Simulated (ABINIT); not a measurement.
# Bi2Se3 (Paraguanajuatite): single point with PBE

Crystal: Bi2Se3 (Paraguanajuatite).

```
Bi Se
1.0
     2.07150    1.19598    9.54533
    -2.07150    1.19598    9.54533
     0.00000   -2.39196    9.54533
Bi Se
2 3
Direct
  0.59920 0.59920 0.59920
  0.40080 0.40080 0.40080
  0.78830 0.78830 0.78830
  0.21170 0.21170 0.21170
  0.00000 0.00000 0.00000
```

```json
{"Program": "ABINIT 10.8.3 (patched build)", "Task": "single point", "Functional": "PBE", "Potentials or basis": "JTH PAW PBE v2.0", "Cutoff": "408 eV", "k mesh": "5 × 5 × 5", "Occupations": "fermi-dirac, width 0.05 eV", "Spin": "no spin polarisation", "Fine-grid cutoff": "816.342 eV", "Exchange and correlation inside the PAW spheres": "full angular mesh (pawxcdev 0, this build's default; the released program takes 1)"}
```

The largest force is 0.202 eV/Å. The band gap on the k mesh is 0.23 eV, direct. The valence electrons inside the program's atomic spheres are Bi 12.07; Se 3.88, 3.92.

Forces on the atoms (eV/Å):
```
Bi   0.000  0.000  0.202
Bi   0.000  0.000 -0.202
Se   0.000  0.000  0.178
Se   0.000  0.000 -0.178
Se   0.000  0.000  0.000
```

Levels at points of the mesh, in eV from the valence-band top:
```tsv
k point	band 22	band 23	band 24	band 25	band 26	band 27
(0.00, 0.00, 0.00)	-1.20	-1.20	0.00	0.23	1.40	1.40
```

Wall time 4.7 min on 1 thread of Arm Neoverse V2 (shared host), peak memory 0.51 GiB.

Caveat: spin-orbit coupling is left out, which as a rule narrows the gap of such compounds by several tenths of an eV; an odd mesh through Γ misses points on the zone boundary, where band edges often lie.
